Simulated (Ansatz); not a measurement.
Wanted: the native input for an Ansatz 0.2.0 run.

| Item | Value |
| --- | --- |
| Task | elastic constants |
| Functional | PBE |
| Potentials or basis | all-electron LAPW, scalar-relativistic |
| Cutoff | 74 eV (chosen from the basis error) |
| Basis error allowed | 0.001 eV/atom |
| k mesh | 8 × 8 × 8 |
| Occupations | fermi-dirac, width 0.05 eV |
| Spin | no spin polarisation |

The system is Li.

```
Li
1.0
    -1.75465    1.75465    1.75465
     1.75465   -1.75465    1.75465
     1.75465    1.75465   -1.75465
Li
1
Direct
  0.00000 0.00000 0.00000
```

One way to write it, as run:

input.yaml

```yaml
crystal:
  lattice:
    - [-1.75465, 1.75465, 1.75465]
    - [1.75465, -1.75465, 1.75465]
    - [1.75465, 1.75465, -1.75465]
  atoms:
    - { symbol: Li, position: [0.0, 0.0, 0.0] }
kpoints:
  mp_grid: { grid: [8, 8, 8] }
scf:
  occupations: { method: fermi_dirac, width: 0.05 }
hamiltonian:
  xc: pbe
  pseudopotentials: { kind: all_electron, lapw: { basis_error: 0.001 } }
output:
  forces: true
  stress: true
elastic:
  mode: relaxed_ion
  stencil: two_point
```

Potentials or basis: all-electron LAPW, scalar-relativistic.

Launch:

```bash
$ ansatz run input.yaml --threads 1 --pin off --max-ram 3072MiB --backend cpu --events-out ev --progress --plain --runs-dir out
```

Results of the run:

- Pressure: -0.8 GPa
- Band gap on the k mesh: none (metal or under the smearing width)
- Elastic constants C11, C12, C44: 7, 14, -8 GPa
- Voigt bulk modulus: 11 GPa

Caveat: the k mesh is thin for a metal, which can move the energy by tens of meV per atom; a metal's response needs a denser mesh; the elastic tensor has a negative eigenvalue, so either the cell is unstable as it stands or the mesh is too thin.

Wall time 2.6 s on 1 thread of Intel(R) Xeon(R) Platinum 8488C (Sapphire Rapids) (shared host), peak memory 0.25 GiB.
